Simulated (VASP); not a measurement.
# BeTe (F-43m) in VASP: G0W0 quasiparticle levels with PBE

Aim: the G0W0 quasiparticle levels of BeTe with PBE.

Everything below comes from runs of VASP 6.6.1. Logs are shortened: lines on timing, memory, paths and dates and some standing lists are left out, and cuts for length are marked.

**1. Starting point**

The structure is cubic, space group F-43m (No. 216). Conventional cell: a = 5.540 Å, b = 5.540 Å, c = 5.540 Å, α = 90.00°, β = 90.00°, γ = 90.00°. Te (site symmetry -43m) has 4 Be at 2.40 Å as nearest neighbours. Around Be (site symmetry -43m) lie 4 Te at 2.40 Å.

**2. G0W0 quasiparticle levels, PBE**

Contents of POSCAR:

```
BeTe
1.0
    0.0000000000      2.7700000000      2.7700000000
    2.7700000000      0.0000000000      2.7700000000
    2.7700000000      2.7700000000      0.0000000000
Te Be
1 1
Direct
    0.7500000000      0.7500000000      0.7500000000
    0.0000000000      0.0000000000      0.0000000000
```

Contents of INCAR.step1:

```
PREC = Accurate
ENCUT = 500
EDIFF = 1E-8
ISMEAR = 0
SIGMA = 0.01
LREAL = F
LASPH = T
NELM = 80
ALGO = Fast
LWAVE = T
LCHARG = F
GGA = PE
KPAR = 4
```

Contents of INCAR.step2:

```
PREC = Accurate
ENCUT = 500
EDIFF = 1E-8
ISMEAR = 0
SIGMA = 0.01
LREAL = F
LASPH = T
NELM = 1
ALGO = Exact
LWAVE = T
LCHARG = F
GGA = PE
NBANDS = 277
LOPTICS = T
ISTART = 1
KPAR = 4
```

Contents of INCAR.step3:

```
PREC = Accurate
ENCUT = 500
EDIFF = 1E-8
ISMEAR = 0
SIGMA = 0.01
LREAL = F
LASPH = T
ALGO = EVGW0
LWAVE = F
LCHARG = F
GGA = PE
NELMGW = 1
NBANDS = 277
ENCUTGW = 200
NOMEGA = 50
PRECFOCK = Fast
ISTART = 1
NBANDSGW = 12
KPAR = 4
```

Contents of KPOINTS:

```
regular mesh
0
Gamma
  4 4 4
```

Potentials or basis: VASP PAW PBE potentials, release 64 (Te_GW, Be_GW).

The run is started by

```bash
$ cat potpaw_PBE.64/Te_GW/POTCAR potpaw_PBE.64/Be_GW/POTCAR > POTCAR
$ cp INCAR.step1 INCAR
$ mpirun -np 4 vasp_std > vasp.out
$ cp INCAR.step2 INCAR
$ mpirun -np 4 vasp_std > vasp.out
$ cp INCAR.step3 INCAR
$ mpirun -np 4 vasp_std > vasp.out
```

OUTCAR:

```text
PREC = Accurate
   ENCUT = 500
   EDIFF = 1E-8
   ISMEAR = 0
   LREAL = F
   LASPH = T
   GGA = PE
   NELMGW = 1
   ENCUTGW = 200
   PRECFOCK = Fast
   ISTART = 1

 ion  position               nearest neighbor table
   1  0.750  0.750  0.750-   2 2.40   2 2.40   2 2.40   2 2.40
   2  0.000  0.000  0.000-   1 2.40   1 2.40   1 2.40   1 2.40

  LATTYP: Found a face centered cubic cell.
 ALAT       =     5.5400000000

  Lattice vectors:

 A1 = (   0.0000000000,   2.7700000000,   2.7700000000)
 A2 = (   2.7700000000,   0.0000000000,   2.7700000000)
 A3 = (   2.7700000000,   2.7700000000,   0.0000000000)

Analysis of symmetry for initial positions (statically):
=====================================================================
 Subroutine PRICEL returns:
 Original cell was already a primitive cell.

 Routine SETGRP: Setting up the symmetry group for a
 face centered cubic supercell.

 Subroutine GETGRP returns: Found 24 space group operations
 (whereof 24 operations were pure point group operations)
 out of a pool of 48 trial point group operations.

The static configuration has the point symmetry T_d .

Analysis of symmetry for dynamics (positions and initial velocities):
=====================================================================
 Subroutine PRICEL returns:
 Original cell was already a primitive cell.

 Routine SETGRP: Setting up the symmetry group for a
 face centered cubic supercell.

 Subroutine GETGRP returns: Found 24 space group operations
 (whereof 24 operations were pure point group operations)
 out of a pool of 48 trial point group operations.

The dynamic configuration has the point symmetry T_d .

 Subroutine INISYM returns: Found 24 space group operations
 (whereof 24 operations are pure point group operations),
 and found     1 'primitive' translations

----------------------------------------------------------------------------------------

                                     Primitive cell

  volume of cell :      42.5079

  direct lattice vectors                    reciprocal lattice vectors
     0.000000000  2.770000000  2.770000000    -0.180505415  0.180505415  0.180505415
     2.770000000  0.000000000  2.770000000     0.180505415 -0.180505415  0.180505415
     2.770000000  2.770000000  0.000000000     0.180505415  0.180505415 -0.180505415

  length of vectors
     3.917371568  3.917371568  3.917371568     0.312644550  0.312644550  0.312644550

  position of ions in fractional coordinates (direct lattice)
     0.750000000  0.750000000  0.750000000
     0.000000000  0.000000000  0.000000000

  ion indices of the primitive-cell ions
   primitive index   ion index
                 1           1
                 2           2

----------------------------------------------------------------------------------------

 KPOINTS: regular mesh

Automatic generation of k-mesh.
 Grid dimensions read from file:
 generate k-points for:    4    4    4

 Generating k-lattice:

  Cartesian coordinates                     Fractional coordinates (reciprocal lattice)
    -0.045126354  0.045126354  0.045126354     0.250000000  0.000000000  0.000000000
     0.045126354 -0.045126354  0.045126354     0.000000000  0.250000000  0.000000000
     0.045126354  0.045126354 -0.045126354     0.000000000  0.000000000  0.250000000

  Length of vectors
     0.078161138  0.078161138  0.078161138

  Shift w.r.t. Gamma in fractional coordinates (k-lattice)
     0.000000000  0.000000000  0.000000000

 Subroutine IBZKPT returns following result:
 ===========================================

 Found      8 irreducible k-points:

 Following reciprocal coordinates:
            Coordinates               Weight
  0.000000  0.000000  0.000000      1.000000
  0.250000  0.000000  0.000000      8.000000
  0.500000  0.000000  0.000000      4.000000
  0.250000  0.250000  0.000000      6.000000
  0.500000  0.250000  0.000000     24.000000
 -0.250000  0.250000  0.000000     12.000000
  0.500000  0.500000  0.000000      3.000000
 -0.250000  0.500000  0.250000      6.000000
   k-points           NKPTS =      8   k-points in BZ     NKDIM =     64   number of bands    NBANDS=    277
   number of dos      NEDOS =    301   number of ions     NIONS =      2
   total plane-waves  NPLWV =  27000
   dimension x,y,z NGX =    30 NGY =   30 NGZ =   30
   dimension x,y,z NGXF=    60 NGYF=   60 NGZF=   60
   ions per type =               1   1
   NGX,Y,Z   is equivalent  to a cutoff of  12.73, 12.73, 12.73 a.u.
   NGXF,Y,Z  is equivalent  to a cutoff of  25.46, 25.46, 25.46 a.u.
 SYSTEM =  unknown system
   PREC   = accura    normal or accurate (medium, high low for compatibility)
   ISTART =      1    job   : 0-new  1-cont  2-samecut
   ICHARG =      0    charge: 1-file 2-atom 10-const
   ISPIN  =      1    spin polarized calculation?
   LNONCOLLINEAR =      F non collinear calculations
   LSORBIT =      F    spin-orbit coupling
   LASPH  =      T    aspherical Exc in radial PAW
   ENCUT  =  500.0 eV  36.75 Ry    6.06 a.u.   7.14  7.14  7.14*2*pi/ulx,y,z
   NELM   =     60;   NELMIN=  2; NELMDL=  0     # of ELM steps
   EDIFF  = 0.1E-07   stopping-criterion for ELM
   LREAL  =      F    real-space projection
   EDIFFG = 0.1E-06   stopping-criterion for IOM
   NSW    =      0    number of steps for IOM
   IBRION =     -1    ionic relax: 0-MD 1-quasi-New 2-CG
   NFREE  =      0    steps in history (QN), initial steepest desc. (CG)
   ISIF   =      0    stress and relaxation
   ISYM   =      3    0-nonsym 1-usesym 2-fastsym
   POTIM  = 0.5000    time-step for ionic-motion
   TEBEG  =    0.0;   TEEND  =   0.0 temperature during run
   PSTRESS=    0.0 pullay stress
   NELECT =       8.0000    total number of electrons
   NUPDOWN=      -1.0000    fix difference up-down
   EMIN   =  10.00;   EMAX   =-10.00  energy-range for DOS
   EFERMI =   0.00;   METHOD = LEGACY
   ISMEAR =     0;   SIGMA  =   0.01  broadening in eV -4-tet -1-fermi 0-gaus
   EFERMI_NEDOS =   21; number of points for ismear=-14 and -15
   IALGO  =     38    algorithm
   IMIX   =      4    mixing-type and parameters
     AMIX     =   0.40;   BMIX     =  1.00
     AMIX_MAG =   1.60;   BMIX_MAG =  1.00
  volume/ion in A,a.u.               =      21.25       143.43
  Fermi-wavevector in a.u.,A,eV,Ry     =   0.938170  1.772885 11.975354  0.880164
  Thomas-Fermi vector in A             =   2.065355
   LORBIT       =      0    0 simple, 1 ext, 2 COOP (PROOUT), +10 PAW based schemes
   GGA     = PE    functional components
   LHFCALC =     T    Hartree Fock is set to
   PRECFOCK=fast      Normal, Fast or Accurate (Low or Medium for compatibility)
   ENCUT4O =  -1.0   cutoff for four orbital integrals eV
   NKREDX  =     1    reduce k-point grid by
   NKREDY  =     1    reduce k-point grid by
   NKREDZ  =     1    reduce k-point grid by
   AEXX    =    1.0000 exact exchange contribution
   HFSCREEN=    0.0000 screening length (either q_TF or 0.3 A-1)
   HFSCREENC=   0.0000 screening length for correlation (either q_TF or 0.3 A-1)
   ENCUTFOCK=  -1.0 apply spherical cutoff to Coloumb kernel
   IVDW    =     0    specifies the selected vdW correction
   LEPSILON=     F    determine dielectric tensor
   LRPA    =     F    only Hartree local field effects (RPA)
   LRPAFORCE           =     F    calculate RPA forces
   ENCUTGW             = 200.0    cutoff for response function in eV
   ENCUTGWSOFT         = 160.0    soft cutoff for Coulomb kernel in GW response function in eV
   ENCUTLF             =  -1.0    cutoff for local field effects
   NELMGW              =     1    number of iterations in solving QP/BSE equation
   NELMHF              =     1    number of iterations in the inner HF iteration
   NKREDLFX            =     1    NKREDLFY  =   1   NKREDLFZ  =   1
 non-spin polarized calculation
 Gauss-broadening in eV      SIGMA  =   0.01
  energy-cutoff  :      500.00
  volume of cell :       42.51
 maximum number of plane-waves:      1106
 NGX is ok and might be reduce to    30
  NGX = 16; NGY = 16; NGZ = 16
   NGX = 15   NGY = 15   NGZ = 15
 maximum number of plane-waves:       290

 QP shifts <psi_nk| G(iteration)W_0 |psi_nk>: iteration 1
 for sc-GW calculations column KS-energies equals QP-energies in previous step
 and V_xc(KS)=  KS-energies - (<T + V_ion + V_H > + <T+V_H+V_ion>^1  + <V_x>^1)

 k-point   1 :       0.0000    0.0000    0.0000
  band No.  KS-energies  QP-energies   sigma(KS)   V_xc(KS)     V^pw_x(r,r')   Z            occupation Imag(sigma)

      1      -7.2213      -8.2003     -12.1717     -10.8111     -17.7438       0.7195       2.0000       1.1797
      2       5.4143       4.5748     -12.2449     -11.1820     -13.0542       0.7898       2.0000       0.0242
      3       5.4143       4.5748     -12.2449     -11.1820     -13.0542       0.7898       2.0000       0.0242
      4       5.4143       4.5748     -12.2449     -11.1820     -13.0542       0.7898       2.0000       0.0242
      5       8.9747       9.2135      -9.1883      -9.4970      -4.9206       0.7738       0.0000      -0.0956
      6       8.9747       9.2135      -9.1883      -9.4970      -4.9206       0.7738       0.0000      -0.0956
      7       8.9747       9.2135      -9.1883      -9.4970      -4.9206       0.7738       0.0000      -0.0956
      8       9.6017       9.9696      -9.2747      -9.7501      -4.6257       0.7740       0.0000      -0.1241
      9      13.7943      13.7962      -8.1033      -8.1059      -2.5400       0.7506       0.0000      -0.2293
     10      15.9594      16.1016      -9.2000      -9.3878      -3.8574       0.7573       0.0000      -0.2588
     11      15.9594      16.1016      -9.2000      -9.3878      -3.8574       0.7573       0.0000      -0.2588
     12      16.7573      16.8530      -7.8858      -8.0121      -2.2011       0.7577       0.0000      -0.3215

 k-point   2 :       0.2500    0.0000    0.0000
  band No.  KS-energies  QP-energies   sigma(KS)   V_xc(KS)     V^pw_x(r,r')   Z            occupation Imag(sigma)
[... 97 lines left out ...]
      1      -5.1612      -5.9357     -12.6386     -11.5690     -17.4180       0.7241       2.0000       0.7895
      2       0.5986      -0.3919     -11.5753     -10.2164     -14.2036       0.7289       2.0000       0.1236
      3       1.4434       0.5011     -11.1314      -9.8776     -13.1622       0.7516       2.0000       0.0727
      4       1.9540       1.0501     -11.0695      -9.8759     -12.8458       0.7574       2.0000       0.0582
      5      10.7333      10.7159      -8.8471      -8.8247      -4.4264       0.7795       0.0000      -0.1150
      6      10.9325      11.0666      -8.6866      -8.8609      -3.9589       0.7692       0.0000      -0.1210
      7      11.0738      11.4147      -9.0102      -9.4615      -3.8896       0.7553       0.0000      -0.1449
      8      11.8052      12.0130      -9.7150      -9.9911      -4.6572       0.7526       0.0000      -0.1554
      9      16.6893      16.9616      -9.5563      -9.9268      -3.2735       0.7351       0.0000      -0.4218
     10      17.5406      17.6625      -9.8637     -10.0279      -3.5566       0.7423       0.0000      -0.5232
     11      18.6651      18.8989      -9.0677      -9.3788      -2.7829       0.7516       0.0000      -0.5359
     12      19.6528      19.8695      -9.3017      -9.5837      -2.9650       0.7684       0.0000      -0.6975
```

Wall time 56 s (4 MPI ranks of AMD EPYC 9R45 (Zen 5), shared host); peak memory 0.55 GiB.

What came out:

- Band gap on the k mesh, mean-field level: 1.84 eV, indirect (least direct gap 3.56 eV)
- Quasiparticle gap: 2.70 eV
- Least direct quasiparticle gap: 4.64 eV

Caveat: the k mesh is coarse (spacing up to 0.49 Å⁻¹), so the values aren't converged; bands, screening cutoff and mesh are small and nothing is extrapolated, so the quasiparticle values aren't converged; spin-orbit coupling is left out, which moves the levels of the heavy elements. A k mesh can miss the band edges.
